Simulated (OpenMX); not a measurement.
Crystal: HfO2.

```
Hf O
1.0
     0.00000    2.55750    2.55750
     2.55750    0.00000    2.55750
     2.55750    2.55750    0.00000
Hf O
1 2
Direct
  0.00000 0.00000 0.00000
  0.75000 0.75000 0.75000
  0.25000 0.25000 0.25000
```

Measurements of this composition are mostly on another form, of space group No. 14.

```yaml
Program: OpenMX 3.8.5
Task: single point
Functional: PBE
Potentials_or_basis: OpenMX 2013 PBE set, Hf7.0-s3p2d2f1, O6.0-s2p2d1, grid cutoff 350 Ry
k_mesh: 9 × 9 × 9
Occupations: fermi-dirac, width 0.05 eV
Spin: no spin polarisation
```

On this cell: pressure -6.3 GPa; largest force zero by symmetry; band gap on the k mesh 3.87 eV, indirect (least direct gap 4.01 eV).

The same run follows on a disturbed copy (atoms moved at random, drawn with an rms of 0.05 Å):

```
Hf O
1.0
     0.00000    2.55750    2.55750
     2.55750    0.00000    2.55750
     2.55750    2.55750    0.00000
Hf O
1 2
Direct
  0.00903 0.00078 0.98476
  0.74644 0.74874 0.75724
  0.25109 0.24009 0.25004
```

**Question.** What does the disturbed cell give?

**Answer.** The energy moves by +5.1 meV/atom; pressure -6.0 GPa; largest force 0.454 eV/Å; band gap on the k mesh 3.87 eV, indirect (least direct gap 4.00 eV).

Forces in eV/Å, atoms in the order of the input:
```
Hf   0.125  0.057 -0.144
O   -0.443 -0.091 -0.033
O    0.319  0.018  0.211
```

The forces don't sum to zero, so they hold noise of the program's grid.

Caveats: spin-orbit coupling is left out, which moves the levels of the heavy elements; an odd mesh through Γ misses points on the zone boundary, where band edges often lie; the basis of atomic orbitals isn't converged, which shifts pressures, moduli and gaps.
